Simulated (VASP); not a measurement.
A run of VASP 6.6.1:

Contents of INCAR:

```
SYSTEM = CsI
PREC = Accurate
ENCUT = 520
EDIFF = 1E-6
ISMEAR = 0
SIGMA = 0.05
LREAL = .False.
LASPH = .True.
NELM = 100
ALGO = Fast
ISIF = 2
LWAVE = .False.
LCHARG = .False.
NBANDS = 15
```

File KPOINTS:

```
Automatic mesh
0
Gamma
  6 6 6
  0 0 0
```

File POSCAR:

```
CsI
1.0
    4.5667000000      0.0000000000      0.0000000000
    0.0000000000      4.5667000000      0.0000000000
    0.0000000000      0.0000000000      4.4753660000
Cs I
1 1
Direct
    0.0000000000      0.0000000000      0.0000000000
    0.5000000000      0.5000000000      0.5000000000
```

Potentials or basis: VASP PAW LDA potentials, release 64 (Cs_sv, I).

Command:

```bash
$ cat potpaw_LDA.64/Cs_sv/POTCAR potpaw_LDA.64/I/POTCAR > POTCAR
$ mpirun -np 1 vasp_std > vasp.out
```

Hardware: 1 thread of Intel(R) Xeon(R) 6975P-C (Granite Rapids), on a shared host.

Question: Estimate the wall time of this run.

Answer: Run time: 15 s on 1 thread of Intel(R) Xeon(R) 6975P-C (Granite Rapids), on a shared host, peak memory 0.2 GiB. Counts: scf iterations 12, k points 40.
